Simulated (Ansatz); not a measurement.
# Si16C17: the cost of one run

Program: Ansatz 0.2.0. Level of theory: DFT PBE, scalar-relativistic, plane waves, PAW. These are calculated values, not measurements.

3 further runs of the same task are left out: 3 set aside as unsound or not needed.

## (1) The starting structure

The structure is cubic, space group F-43m (No. 216). The conventional cell has a = 4.380 Å, b = 4.380 Å, c = 4.380 Å, α = 90.00°, β = 90.00°, γ = 90.00°. Si (site symmetry -43m) has 4 C at 1.90 Å in its first shell of neighbours. C (site symmetry -43m) is surrounded by 4 Si at 1.90 Å.

Structure file:

```
CELL_PARAMETERS angstrom
0.00000 2.18986 2.18986
2.18986 0.00000 2.18986
2.18986 2.18986 0.00000
ATOMIC_POSITIONS crystal
Si 0.25000 0.25000 0.25000
C 0.00000 0.00000 0.00000
```

It goes back to an entry of the Materials Project.

It is the result of an earlier relaxation at this level (volume 10.50 Å³/atom; gap on the mesh: 1.37 eV).

The host's static dielectric tensor, from an earlier linear-response run, has a mean of 10.39.

The perfect supercell (rows 1 1 -3; 1 1 1; 1 -3 1 in vectors of this cell) comes from an earlier run at this level (32 atoms, E(σ→0) -14194.5292 eV, gap 2.69 eV on its own mesh).

## (2) Making the defect

The extra atom is put at (0.000, 0.750, 0.000) of the supercell, the middle of a void of radius 1.90 Å. A small random displacement (spread 0.06 Å) lets the symmetry of the site break. Its neighbours are 4 C at 1.90 Å, 6 Si at 2.19 Å.

## (3) Charge state 0

input.yaml reads:

```yaml
crystal:
  lattice:
    - [-4.3797259441, -4.3797259441, 4.3797259441]
    - [4.3797259441, 4.3797259441, 4.3797259441]
    - [-4.3797259441, 4.3797259441, -4.3797259441]
  atoms:
    - { symbol: Si, position: [0.0, 0.25, 0.0] }
    - { symbol: Si, position: [0.25, 0.25, 0.75] }
    - { symbol: Si, position: [0.0161990421, 0.4945610954, 0.7436259722] }
    - { symbol: Si, position: [0.5, 0.25, 0.5] }
    - { symbol: Si, position: [0.25, 0.5, 0.5] }
    - { symbol: Si, position: [0.0, 0.75, 0.5] }
    - { symbol: Si, position: [0.75, 0.25, 0.25] }
    - { symbol: Si, position: [0.5, 0.5, 0.25] }
    - { symbol: Si, position: [0.2682176748, 0.7546381467, 0.2532568128] }
    - { symbol: Si, position: [-0.0100270839, 0.0017882726, 0.2601611317] }
    - { symbol: Si, position: [0.7608149542, 0.5054448534, 0.001872858] }
    - { symbol: Si, position: [0.5, 0.75, 0.0] }
    - { symbol: Si, position: [0.2541567792, 0.0024646433, -0.0089215853] }
    - { symbol: Si, position: [0.7587911137, 0.7647819545, 0.7557339302] }
    - { symbol: Si, position: [0.5, 0.0, 0.75] }
    - { symbol: Si, position: [0.75, 0.0, 0.5] }
    - { symbol: C, position: [0.25, 0.5, 0.25] }
    - { symbol: C, position: [0.5, 0.5, 0.0] }
    - { symbol: C, position: [0.2468048414, 0.7676082569, 0.005607452] }
    - { symbol: C, position: [0.7431294437, 0.4958472352, 0.7443997811] }
    - { symbol: C, position: [0.5, 0.75, 0.75] }
    - { symbol: C, position: [0.25, 0.0, 0.75] }
    - { symbol: C, position: [0.0, 0.5, 0.5] }
    - { symbol: C, position: [0.75, 0.75, 0.5] }
    - { symbol: C, position: [0.5, 0.0, 0.5] }
    - { symbol: C, position: [0.25, 0.25, 0.5] }
    - { symbol: C, position: [-0.0070163953, 0.7584504135, 0.2471862835] }
    - { symbol: C, position: [0.75, 0.0, 0.25] }
    - { symbol: C, position: [0.5, 0.25, 0.25] }
    - { symbol: C, position: [0.0080951215, 0.0059445198, 0.0134841774] }
    - { symbol: C, position: [0.75, 0.25, 0.0] }
    - { symbol: C, position: [0.0, 0.25, 0.75] }
    - { symbol: C, position: [-0.0184357575, 0.7357119951, -0.0073937738] }
  host:
    lattice:
      - [0.0, 2.189862972, 2.189862972]
      - [2.189862972, 0.0, 2.189862972]
      - [2.189862972, 2.189862972, 0.0]
    atoms:
      - { symbol: Si, position: [0.25, 0.25, 0.25] }
      - { symbol: C, position: [0.0, 0.0, 0.0] }
basis:
  ecutwfc: 420
  xc_grid: 2
kpoints:
  mp_grid: { grid: [2, 2, 2], shift: [0.5, 0.5, 0.5] }
hamiltonian:
  xc: pbe
scf:
  occupations: { method: gaussian, width: 0.01 }
output:
  forces: true
  stress: false
  eigenvalues: true
  charged_corrections:
    defect_position: [0.0, 0.75, 0.0]
    epsilon: [[10.3878, 0.0, 0.0], [0.0, 10.3878, 0.0], [0.0, 0.0, 10.3878]]
  write_density: true
  write_potential: true
  elf: true
  volumetric_format: npy
relax:
  adjacent_minimum: "off"
  f_tol: 0.025
  max_steps: 45
```

Command:

```bash
$ ansatz run input.yaml --threads 4 --pin off --max-ram 10240MiB --backend cpu --events-out ev --progress --plain --runs-dir out
```

What time and memory should one allow on 4 threads of AMD EPYC 9R45 (Zen 5), shared host?

About 41 s, with a peak of 1 GiB.
